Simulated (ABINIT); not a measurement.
**GaAs in ABINIT: the effect of potentials**

Crystal: GaAs.

```
As Ga
1.0
     0.00000    2.82685    2.82685
     2.82685    0.00000    2.82685
     2.82685    2.82685    0.00000
As Ga
1 1
Direct
  0.75000 0.75000 0.75000
  0.00000 0.00000 0.00000
```

Alike in all runs:

* Program: ABINIT 10.8.3 (patched build)
* Task: single point
* Functional: r2SCAN
* k mesh: 8 × 8 × 8
* Occupations: fermi-dirac, width 0.05 eV
* Spin: no spin polarisation

```csv
potentials,cutoff,gap on the mesh (eV),pressure (GPa)
"Ansatz PAW PBE default generated set, frozen core",490 eV,1.01,0.4
JTH PAW PBE v2.0,544 eV,1.01,0.5
Ansatz NC r2SCAN,1469 eV,1.02,0.5
SG15 NC PBE v1.2,2014 eV,0.59,0.3
PseudoDojo NC SR PBE v0.4.1 standard,1361 eV,?,?
```

Question: What does the run with potentials PseudoDojo NC SR PBE v0.4.1 standard give?

Answer: gap on the mesh 0.71 eV; pressure -0.5 GPa.

Caveats: the PAW data sets were made with another functional, which shifts forces and pressure a little (some runs); the potentials were made for another functional, which shifts forces and pressure (some runs); the atomic spheres overlap (some runs); a meta-GGA on potentials with a model core is unreliable (some runs).

A k mesh can miss the band edges.

The runs don't all hold the same shells in valence.
